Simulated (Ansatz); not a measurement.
The system is SnSe.

```xyz
2
Lattice="0.0000 3.0100 3.0100 3.0100 0.0000 3.0100 3.0100 3.0100 0.0000" Properties=species:S:1:pos:R:3 pbc="T T T"
Sn    0.0000    0.0000    0.0000
Se    3.0100    3.0100    3.0100
```

Measurements of this composition are mostly on another form, of space group No. 62.

```yaml
Program: Ansatz 0.2.0
Task: relaxation of cell and atoms
Functional: revPBE
Dispersion: D4
Potentials_or_basis: all-electron LAPW, scalar-relativistic
Basis_error_allowed: 0.001 eV/atom
k_mesh: 8 × 8 × 8
Occupations: fermi-dirac, width 0.05 eV
Spin: no spin polarisation
```

At the start: volume 27.27 Å³/atom.

Problem. How do energy, volume and symmetry change on relaxing?

Solution. Over 5 steps the energy falls by 4.3 meV/atom and the volume is 26.39 Å³/atom (-3.2 %); space group Fm-3m (No. 225, to 0.05 Å).

The path:
```csv
step,energy change (eV),largest force (eV/Å),volume (Å³)
1,0.0000,0.0000,54.54
2,-0.0080,0.0000,52.36
3,-0.0086,0.0000,52.85
4,-0.0086,0.0000,52.79
5,-0.0086,0.0000,52.79
```

Final structure:
```
Sn Se
1.0
     0.00000    2.97741    2.97741
     2.97741    0.00000    2.97741
     2.97741    2.97741    0.00000
Sn Se
1 1
Cartesian
  0.0000 0.0000 0.0000
  2.9774 2.9774 2.9774
```
